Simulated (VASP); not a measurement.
# GaN in VASP: one cell, several levels of theory, part 2 of 2

VASP 6.6.1, plane waves, PAW. The steps go on from the part before.

### Step 3. Single point with r2SCAN

File INCAR:

```
ENCUT = 520.000000
SIGMA = 0.010000
EDIFF = 1.00e-07
ALGO = Normal
METAGGA = R2SCAN
PREC = Accurate
IBRION = -1
ISIF = 2
ISMEAR = 0
NBANDS = 16
NELM = 120
NSW = 0
LASPH = .TRUE.
LCHARG = .TRUE.
LELF = .TRUE.
LWAVE = .FALSE.
LREAL = .FALSE.
```

File KPOINTS:

```
KPOINTS created by Atomic Simulation Environment
0
Gamma
10 10 10
0 0 0
```

File KPOINTS_OPT:

```
special points
6
Reciprocal
0.0000000000 0.0000000000 0.0000000000 1
-0.5000000000 -0.5000000000 0.0000000000 1
-0.3750000000 -0.3750000000 0.2500000000 1
-0.3750000000 0.0000000000 0.3750000000 1
0.0000000000 0.0000000000 0.5000000000 1
-0.5000000000 -0.2500000000 0.2500000000 1
```

File POSCAR:

```
Ga N
 1.0000000000000000
     0.0000000000000000    2.2489525410988409    2.2489525410988409
     2.2489525410988409    0.0000000000000000    2.2489525410988409
     2.2489525410988409    2.2489525410988409    0.0000000000000000
 Ga  N
   1   1
Cartesian
  0.0000000000000000 -0.0000000000000000  0.0000000000000000
  1.1244762705494205  1.1244762705494205  1.1244762705494205
```

Started as:

```sh
$ mpirun -np 1 vasp_std
```

Standard output, without the iteration lines:

```text
POSCAR found type information on POSCAR GaN
 POSCAR found :  2 types and       2 ions
 -----------------------------------------------------------------------------
|                                                                             |
|                                                                             |
|     You enforced a specific xc type in the INCAR file but a different       |
|     I HOPE YOU KNOW WHAT YOU ARE DOING!                                     |
|                                                                             |
 -----------------------------------------------------------------------------

 LDA part: xc-table for (None), standard interpolation
 POSCAR, INCAR and KPOINTS ok, starting setup
 FFT: planning ... GRIDC
 FFT: planning ... GRID_SOFT
 FFT: planning ... GRID
 WAVECAR not read
 entering main loop
 Start KPOINTS_OPT (optional k-point list driver)
k-point batch [1-6\6]
```

OSZICAR:

```text
N       E                     dE             d eps       ncg     rms          rms(c)
DAV:   1     0.724423025061E+02    0.72442E+02   -0.94193E+03  1632   0.207E+03
DAV:   2    -0.207579879373E+02   -0.93200E+02   -0.87377E+02  1720   0.337E+02
DAV:   3    -0.267425145585E+02   -0.59845E+01   -0.59600E+01  1688   0.729E+01
DAV:   4    -0.268174452452E+02   -0.74931E-01   -0.74918E-01  1944   0.862E+00
DAV:   5    -0.268184552393E+02   -0.10100E-02   -0.10100E-02  1760   0.908E-01    0.720E+00
DAV:   6    -0.218092529033E+02    0.50092E+01   -0.35241E+00  2296   0.409E+01    0.249E+00
DAV:   7    -0.218863499422E+02   -0.77097E-01   -0.43734E-01  1600   0.707E+00    0.174E+00
DAV:   8    -0.218976126127E+02   -0.11263E-01   -0.35750E-02  2072   0.487E+00    0.229E-01
DAV:   9    -0.218962277973E+02    0.13848E-02   -0.12690E-02  2232   0.287E+00    0.144E-01
DAV:  10    -0.218963430795E+02   -0.11528E-03   -0.87151E-04  1736   0.260E-01    0.152E-01
DAV:  11    -0.218964231246E+02   -0.80045E-04   -0.82419E-05  2368   0.246E-01    0.140E-01
DAV:  12    -0.218964176097E+02    0.55150E-05   -0.86401E-05  1712   0.196E-01    0.905E-02
DAV:  13    -0.218964082290E+02    0.93807E-05   -0.86750E-06  2240   0.694E-02    0.815E-02
DAV:  14    -0.218963760657E+02    0.32163E-04   -0.43786E-05  2096   0.144E-01    0.494E-02
DAV:  15    -0.218963607237E+02    0.15342E-04   -0.33592E-05  2264   0.102E-01    0.244E-02
DAV:  16    -0.218963568656E+02    0.38580E-05   -0.83431E-06  2144   0.364E-02    0.152E-02
DAV:  17    -0.218963568392E+02    0.26424E-07   -0.63184E-07  2104   0.149E-02
   1 F= -.21896357E+02 E0= -.21896357E+02  d E =-.344071-125
       N       E                     dE             ncg
DAV:   1     0.145895634471E+04   -0.36111E+04      200
DAV:   2     0.890224934357E+03   -0.56873E+03      232
DAV:   3     0.854069675574E+03   -0.36155E+02      208
DAV:   4     0.853625985551E+03   -0.44369E+00      264
DAV:   5     0.853620879845E+03   -0.51057E-02      208
DAV:   6     0.853620723531E+03   -0.15631E-03      280
DAV:   7     0.853620718326E+03   -0.52050E-05      232
DAV:   8     0.853620718075E+03   -0.25152E-06      256
DAV:   9     0.853620718062E+03   -0.12469E-07      192
```

OUTCAR, selected sections:

```text
k-points           NKPTS =     47   k-points in BZ     NKDIM =     47   number of bands    NBANDS=     16

   NELECT =      18.0000    total number of electrons

   dimension x,y,z NGX =    24 NGY =   24 NGZ =   24
   dimension x,y,z NGXF=    48 NGYF=   48 NGZF=   48

  energy-cutoff  :      520.00
  volume of cell :       22.75
      direct lattice vectors                 reciprocal lattice vectors
     0.000000000  2.248952541  2.248952541    -0.222325723  0.222325723  0.222325723
     2.248952541  0.000000000  2.248952541     0.222325723 -0.222325723  0.222325723
     2.248952541  2.248952541  0.000000000     0.222325723  0.222325723 -0.222325723

 k-points in reciprocal lattice and weights: KPOINTS created by Atomic Simulation Env
   0.00000000  0.00000000  0.00000000       0.001
   0.10000000  0.00000000  0.00000000       0.008
   0.20000000  0.00000000  0.00000000       0.008
   0.30000000  0.00000000  0.00000000       0.008
   0.40000000  0.00000000  0.00000000       0.008
   0.50000000  0.00000000  0.00000000       0.004
   0.10000000  0.10000000  0.00000000       0.006
   0.20000000  0.10000000  0.00000000       0.024
[... 39 more k-points ...]

 E-fermi :   5.2516

 k-point     1 :       0.0000    0.0000    0.0000
  band No.  band energies     occupation
      1     -11.6988      2.00000
      2      -8.7545      2.00000
      3      -8.7545      2.00000
      4      -8.7545      2.00000
      5      -8.3975      2.00000
      6      -8.3975      2.00000
      7       5.0849      2.00000
      8       5.0849      2.00000
      9       5.0849      2.00000
     10       7.2425      0.00000
     11      16.1250      0.00000
     12      16.1251      0.00000
     13      16.1251      0.00000
     14      23.7214      0.00000
     15      24.8560      0.00000
     16      24.8560      0.00000

 k-point     2 :       0.1000    0.0000    0.0000
  band No.  band energies     occupation
      1     -11.5869      2.00000
      2      -8.7400      2.00000
      3      -8.7400      2.00000
      4      -8.7143      2.00000
      5      -8.3987      2.00000
      6      -8.3987      2.00000
      7       3.9930      2.00000
      8       4.9747      2.00000
      9       4.9747      2.00000
     10       8.0922      0.00000
     11      15.6244      0.00000
     12      16.2968      0.00000
     13      16.2969      0.00000
     14      23.4342      0.00000
     15      23.4342      0.00000
     16      23.5468      0.00000

 k-point     3 :       0.2000    0.0000    0.0000
  band No.  band energies     occupation
      1     -11.3001      2.00000
      2      -8.7061      2.00000
      3      -8.7061      2.00000
      4      -8.5531      2.00000
      5      -8.3975      2.00000
      6      -8.3975      2.00000
      7       2.1205      2.00000
      8       4.7031      2.00000
      9       4.7032      2.00000
     10       9.2315      0.00000
     11      14.8393      0.00000
     12      16.5635      0.00000
     13      16.5636      0.00000
     14      22.3810      0.00000
     15      22.6440      0.00000
     16      22.6440      0.00000

 k-point     4 :       0.3000    0.0000    0.0000
  band No.  band energies     occupation
      1     -10.9784      2.00000
      2      -8.6745      2.00000
      3      -8.6745      2.00000
      4      -8.3844      2.00000
      5      -8.3843      2.00000
      6      -8.1760      2.00000
      7       0.1877      2.00000
      8       4.3953      2.00000
      9       4.3953      2.00000
     10       9.9648      0.00000
     11      14.4741      0.00000
     12      16.5065      0.00000
     13      16.5065      0.00000
     14      21.6797      0.00000
     15      23.2028      0.00000
     16      23.2028      0.00000

 k-point     5 :       0.4000    0.0000    0.0000
  band No.  band energies     occupation
      1     -10.7662      2.00000
      2      -8.6593      2.00000
      3      -8.6593      2.00000
      4      -8.3625      2.00000
      5      -8.3625      2.00000
      6      -7.6046      2.00000
      7      -1.4206      2.00000
      8       4.1644      2.00000
      9       4.1644      2.00000
     10      10.2391      0.00000
     11      14.4987      0.00000
     12      16.2420      0.00000
     13      16.2420      0.00000
     14      21.5596      0.00000
     15      24.7491      0.00000
     16      24.7492      0.00000

[... the tables of k-points 6 to 47 left out ...]

  Total        0.1731655      0.1731655      0.1731655      0.0000000      0.0000000     -0.0000000
  in kB       12.1955412     12.1955412     12.1955412      0.0000000      0.0000000     -0.0000000
  external PRESSURE =      12.1955412 kB  Pullay stress =       0.0000000 kB

 POSITION                                       TOTAL-FORCE (eV/Angst)
 -----------------------------------------------------------------------------------
      0.00000      0.00000      0.00000         0.000000      0.000000      0.000000
      1.12448      1.12448      1.12448        -0.000000     -0.000000     -0.000000
 -----------------------------------------------------------------------------------
    total drift:                                0.000009      0.000009      0.000009

  FREE ENERGIE OF THE ION-ELECTRON SYSTEM (eV)
  ---------------------------------------------------
  free  energy   TOTEN  =       -21.8963568392 eV

  energy  without entropy=      -21.8963568392  energy(sigma->0) =      -21.89635684
```

Hardware: 1 MPI rank of Intel Xeon Platinum 8488C, shared host.

The levels at the points of KPOINTS_OPT are read from vasprun.xml.

Levels at the named points, in eV from the top of band v (v: the last filled band by count, c: the next):

```csv
point,v−1,v,c,c+1
Γ,0.00,0.00,2.16,11.04
X,-2.81,-2.81,3.77,7.28
U,-4.38,-2.26,5.47,8.57
K,-4.38,-2.26,5.47,8.57
L,-1.01,-1.01,5.20,9.47
W,-3.82,-3.73,6.74,9.16
```

The r2SCAN gap is 2.16 eV, direct at Γ. Pressure: 1.22 GPa; the forces vanish within 0.01 eV/Å.

Axes a, b and c in the maps are those of this run's conventional cell (a, b, c = 4.498, 4.498, 4.498 Å).

Density in a lattice plane of the grid's cell (edges 4.50 and 4.50 Å, at 0.000 of the third edge), which holds Ga.

Ten even steps from '0' (0.04 e/Å³) to '9' (16.62 e/Å³):
```
874200000000000000000247
432100000000000000000123
110000000000000000000001
000000000000000000000000
000000000000000000000000
000000000000000000000000
000000000001110000000000
000000000123432100000000
000000000247874200000000
000000001258985210000000
000000000247874200000000
000000000123432100000000
000000000001110000000000
000000000000000000000000
000000000000000000000000
000000000000000000000000
110000000000000000000001
432100000000000000000123
874200000000000000000247
985210000000000000001258
```
Columns run along the first of these edges and rows up along the second, over one cell in 24 and 20 even steps from the bottom left corner. Atoms in the plane (fractional): Ga at (0.00, 0.00), Ga at (0.50, 0.50).

ELF in the same plane.

Ten even steps from ' ' (0.01) to '@' (0.51):
```
      ::==----::..              ..::------::    
  ..::==========--....      ....--==========::..
::--==++++**##**++--::..  ..::--++**##**++++==--
----==++**%%@@%%##++--::..::--++##%%@@%%**++==--
::----++##@@@@@@##++----::----++##@@@@@@##++----
..::--++##%%@@%%**++==------==++**%%@@%%##++--::
  ..::--++**##**++++==--::--==++++**##**++--::..
    ....--==========::..  ..::==========--....  
        ..::----==::          ::==----::..      
        ....::----..  ..--..  ..----::....      
        ..::------::          ::==----::..      
    ....--==========::..  ..::==========--....  
  ..::--++**##**++++==--::--==++++**##**++--::..
..::--++##%%@@%%**++==------==++**%%@@%%##++--::
::----++##@@@@@@##++----::----++##@@@@@@##++----
----==++**%%@@%%##++--::..::--++##%%@@%%**++==--
::--==++++**##**++--::..  ..::--++**##**++++==--
  ..::==========--....      ....--==========::..
      ::==----::..              ..::----==::    
--..  ..----::....              ....::----..  ..
```
Columns run along the first of these edges and rows up along the second, over one cell in 24 and 20 even steps from the bottom left corner. Atoms in the plane (fractional): Ga at (0.00, 0.00), Ga at (0.50, 0.50).

Both are smooth fields of the valence electrons: close to the nuclei they are not physical.

Outside the cores ELF peaks at 0.86 on the N–Ga line, 0.7 Å from N.

### Step 4. Summary

What follows sums up all 2 parts.

```
 level  gap (eV)  pressure (GPa)  Ansatz: gap (eV)  Ansatz: pressure (GPa)
   PBE      1.76            6.25              1.76                    6.22
r2SCAN      2.16            1.22              2.17                    0.00
```

In words: The gap spans 1.76 eV (PBE) to 2.16 eV (r2SCAN). A measured gap is 3.299 eV (direct; 0 K; a printed reference work, textbook). The misses are: PBE -1.54, r2SCAN -1.14 eV; r2SCAN comes nearest. The calculation is for fixed nuclei; the measurement holds lattice motion too. At this one volume the pressure spans 1.2 GPa (r2SCAN) to 6.2 GPa (PBE): PBE wants the largest cell and r2SCAN the smallest. The two programs agree on the gap within 0.02 eV, far less than the spread between functionals. Each program uses its own PAW datasets and cutoff.
